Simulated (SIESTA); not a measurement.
The system is FeO (Wuestite).

```xyz
2
Lattice="0.0000 2.1554 2.1554 2.1554 0.0000 2.1554 2.1554 2.1554 0.0000" Properties=species:S:1:pos:R:3 pbc="T T T"
Fe    0.0000    0.0000    0.0000
O     2.1554    2.1554    2.1554
```

Base run:

* Program: SIESTA 5.4.2
* Functional: PBEsol
* Potentials or basis: PseudoDojo 0.4 standard (PBEsol files)
* Basis: DZP (energy shift 0.003 Ry; two zetas on semicore shells)
* Grid cutoff: 800 Ry
* Energy shift: 0.003 Ry
* k mesh: 11 × 11 × 11
* Occupations: fermi-dirac, width 0.05 eV
* Spin: collinear spin, ferromagnetic start
* Starting moments: [3.0, 0.0] μB

Its results: band gap on the k mesh none (metal or under the smearing width); pressure -7.8 GPa; net moment 4.00 μB per cell; site moments Fe +3.68; O +0.32 μB.

The run is repeated on the same cell with these changes: functional from PBEsol to PBE; potentials or basis from PseudoDojo 0.4 standard (PBEsol files) to PseudoDojo 0.4 standard (PBE files). What comes out?

Band gap on the k mesh none (metal or under the smearing width); pressure 0.3 GPa; net moment 4.00 μB per cell; site moments Fe +3.69; O +0.31 μB.

Caveats: short orbitals over semicore shells can move pressures by several GPa; the basis of atomic orbitals isn't converged, which shifts pressures, moduli and gaps; a cell with one magnetic atom can't hold antiferromagnetic order, which such compounds often take; semilocal functionals often make such compounds metallic where correlation or magnetic order opens a gap, which also shifts bond lengths.
